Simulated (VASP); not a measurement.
Calculation: SCAN meta-GGA, VASP's PBE PAW potentials (set 64) (plane waves; VASP).

Input for VASP

### KPOINTS
```
Automatic mesh
0
Gamma
7 7 7
0 0 0
```

File POSCAR:
```
CaF2
3.8117710
  0.0000000000   0.7071067752   0.7071067752
  0.7071067752   0.0000000000   0.7071067752
  0.7071067752   0.7071067752   0.0000000000
Ca F
1 2
Cartesian
  1.4142135504   0.7071067752   0.7071067752
  0.3535533876   0.3535533876   0.3535533876
  1.0606601628   1.0606601628   1.0606601628
```

### INCAR
```
ALGO = Normal
EDIFF = 1E-7
ENCUT = 520
ISIF = 2
ISMEAR = 0
LASPH = .True.
LCHARG = .False.
LMIXTAU = .True.
LREAL = .False.
LWAVE = .False.
METAGGA = SCAN
NELM = 100
PREC = Accurate
SIGMA = 0.05
SYSTEM = CaF2
```

POTCAR, in this order: Ca_sv F (PBE.64 set). Program: vasp_std.

Output

### OSZICAR
```
       N       E                     dE             d eps       ncg     rms          rms(c)
DAV:   1     0.221637532810E+03    0.22164E+03   -0.14340E+04   640   0.157E+03
DAV:   2    -0.266143228257E+02   -0.24825E+03   -0.24485E+03   800   0.415E+02
DAV:   3    -0.365212525792E+02   -0.99069E+01   -0.98977E+01   776   0.937E+01
DAV:   4    -0.369035383885E+02   -0.38229E+00   -0.38217E+00  1088   0.135E+01
DAV:   5    -0.369065841595E+02   -0.30458E-02   -0.30458E-02   736   0.135E+00    0.715E+00
DAV:   6    -0.299785770349E+02    0.69280E+01   -0.34414E+00   864   0.188E+01    0.315E+00
DAV:   7    -0.300282577224E+02   -0.49681E-01   -0.31378E+00   640   0.177E+01    0.274E+00
DAV:   8    -0.293970488552E+02    0.63121E+00   -0.35476E-01   672   0.694E+00    0.168E+00
DAV:   9    -0.288302754942E+02    0.56677E+00   -0.73236E-01   768   0.705E+00    0.145E+00
DAV:  10    -0.293373794574E+02   -0.50710E+00   -0.71017E-01   736   0.799E+00    0.352E-01
DAV:  11    -0.292512815618E+02    0.86098E-01   -0.22789E-02   720   0.186E+00    0.281E-01
DAV:  12    -0.293336875013E+02   -0.82406E-01   -0.47829E-02   640   0.279E+00    0.419E-02
DAV:  13    -0.293312598541E+02    0.24276E-02   -0.14744E-03   800   0.456E-01    0.424E-02
DAV:  14    -0.293307121890E+02    0.54767E-03   -0.18939E-03   640   0.581E-01    0.183E-02
DAV:  15    -0.293326481231E+02   -0.19359E-02   -0.28547E-03   648   0.749E-01    0.183E-02
DAV:  16    -0.293330297359E+02   -0.38161E-03   -0.44242E-04   672   0.300E-01    0.956E-03
DAV:  17    -0.293330261752E+02    0.35607E-05   -0.52120E-05   720   0.969E-02    0.492E-03
DAV:  18    -0.293330225311E+02    0.36441E-05   -0.92474E-06   856   0.407E-02    0.894E-04
DAV:  19    -0.293330234475E+02   -0.91642E-06   -0.76003E-07   736   0.112E-02    0.784E-04
DAV:  20    -0.293330259698E+02   -0.25223E-05   -0.71371E-07   672   0.120E-02    0.297E-04
DAV:  21    -0.293330271779E+02   -0.12081E-05   -0.18419E-07   552   0.643E-03    0.998E-05
DAV:  22    -0.293330276010E+02   -0.42311E-06   -0.10522E-08   440   0.123E-03    0.117E-04
DAV:  23    -0.293330276729E+02   -0.71971E-07   -0.25351E-09   392   0.543E-04
   1 F= -.29333028E+02 E0= -.29333028E+02  d E =-.350047E-15
```

### OUTCAR
```
------------------------ aborting loop because EDIFF is reached ----------------------------------------
  FORCE on cell =-STRESS in cart. coord.  units (eV):
  Direction    XX          YY          ZZ          XY          YZ          ZX
  --------------------------------------------------------------------------------------
  Total        0.6511720      0.6511720      0.6511720      0.0000000      0.0000000     -0.0000000
  in kB       26.6404086     26.6404086     26.6404086      0.0000000      0.0000000     -0.0000000
  external PRESSURE =      26.6404086 kB  Pullay stress =       0.0000000 kB
  volume of cell :       39.16
      direct lattice vectors                 reciprocal lattice vectors
     0.000000000  2.695329100  2.695329100    -0.185506104  0.185506104  0.185506104
     2.695329100  0.000000000  2.695329100     0.185506104 -0.185506104  0.185506104
     2.695329100  2.695329100  0.000000000     0.185506104  0.185506104 -0.185506104
 POSITION                                       TOTAL-FORCE (eV/Angst)
 -----------------------------------------------------------------------------------
      0.00000      0.00000      0.00000         0.000000      0.000000      0.000000
      1.34766      1.34766      1.34766         0.000000     -0.000000      0.000000
      4.04299      4.04299      4.04299        -0.000000     -0.000000     -0.000000
 -----------------------------------------------------------------------------------
    total drift:                                0.000000      0.000000      0.000000
  FREE ENERGIE OF THE ION-ELECTRON SYSTEM (eV)
  ---------------------------------------------------
  free  energy   TOTEN  =       -29.3330276729 eV

  energy  without entropy=      -29.3330276729  energy(sigma->0) =      -29.33302767
```
(Selected blocks of OUTCAR.)

File OUTCAR:
```
 val. band max:       -1.3846112244   @ k =  -0.4286   0.4286   0.0000

 cond. band min:       6.7630325938   @ k =   0.0000   0.0000   0.0000


 Fermi energy:        -1.1169008210

 k-point     1 :       0.0000    0.0000    0.0000
  band No.  band energies     occupation
      1     -38.5099      2.00000
      2     -22.5970      2.00000
      3     -21.7967      2.00000
      4     -18.5387      2.00000
      5     -18.5387      2.00000
      6     -18.5387      2.00000
      7      -3.5751      2.00000
      8      -3.5747      2.00000
      9      -3.5747      2.00000
     10      -1.6173      2.00000
     11      -1.6169      2.00000
     12      -1.6169      2.00000
     13       6.7630      0.00000
     14       8.7939      0.00000
     15       8.7939      0.00000
     16      11.1186      0.00000

 k-point     2 :       0.1429    0.0000    0.0000
  band No.  band energies     occupation
      1     -38.5020      2.00000
      2     -22.6349      2.00000
      3     -21.8499      2.00000
      4     -18.5480      2.00000
      5     -18.5479      2.00000
      6     -18.4628      2.00000
      7      -3.4786      2.00000
      8      -3.4782      2.00000
      9      -3.3983      2.00000
     10      -1.8491      2.00000
     11      -1.7126      2.00000
     12      -1.7123      2.00000
     13       7.2758      0.00000
     14       8.8348      0.00000
     15       8.8348      0.00000
     16      10.9169      0.00000

 k-point     3 :       0.2857    0.0000    0.0000
  band No.  band energies     occupation
      1     -38.4843      2.00000
      2     -22.6824      2.00000
      3     -22.0169      2.00000
      4     -18.5687      2.00000
      5     -18.5687      2.00000
      6     -18.2803      2.00000
      7      -3.2371      2.00000
      8      -3.2368      2.00000
      9      -3.0127      2.00000
     10      -2.2945      2.00000
     11      -1.9435      2.00000
     12      -1.9433      2.00000
     13       8.3312      0.00000
...
```

The compound is CaF2 in the fluorite structure. This cell is one point of a volume scan, at 0.97 of the reference volume.
